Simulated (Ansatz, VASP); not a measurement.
Al in VASP and in Ansatz

The input INCAR:

```
ALGO = Normal
EDIFF = 1E-7
ENCUT = 520
ISIF = 2
ISMEAR = -1
LASPH = True
LCHARG = False
LREAL = False
LWAVE = False
NBANDS = 8
NELM = 80
PREC = Accurate
SIGMA = 0.08
```

File KPOINTS:

```
k-points
0
Gamma
  16 16 16
```

Contents of POSCAR:

```
Al
1.0
    0.0000000000      1.7513361225      1.7513361225
    1.7513361225      0.0000000000      1.7513361225
    1.7513361225      1.7513361225      0.0000000000
Al
1
Direct
    0.0000000000      0.0000000000      0.0000000000
```

Input for Ansatz:

```yaml
crystal:
  lattice:
    - [0.0, 1.7513361225, 1.7513361225]
    - [1.7513361225, 0.0, 1.7513361225]
    - [1.7513361225, 1.7513361225, 0.0]
  atoms:
    - { symbol: Al, position: [0.0, 0.0, 0.0] }
kpoints:
  mp_grid: { grid: [16, 16, 16] }
scf:
  occupations: { method: fermi_dirac, width: 0.08 }
hamiltonian:
  xc: lda
  pseudopotentials: { kind: paw }
output:
  forces: true
  stress: true
  eigenvalues: true
  populations: true
```

Change from the starting cell: volume scaled by 0.68, PAW files.

Alike in both runs: task single point; functional LDA; k mesh 16 × 16 × 16; occupations fermi-dirac, width 0.08 eV; no spin polarisation.

|  | VASP | Ansatz |
| --- | --- | --- |
| version | VASP 6.6.1 | Ansatz 0.2.0 |
| potentials or method | VASP PAW LDA potentials, release 64 (Al) | PAW with Ansatz's default frozen-core files, scalar-relativistic |
| plane-wave cutoff (eV) | 520 | 420 |
| valence electrons in the cell | 3 | 3 |

|  | VASP | Ansatz | Ansatz less VASP |
| --- | --- | --- | --- |
| pressure (GPa) | 76.3 | 75.6 | -0.74 |

Caveats: the cell as given lies far from equilibrium; so large a pressure means that the cell lies far from this level's equilibrium, or that cutoff or potentials fall short (VASP).
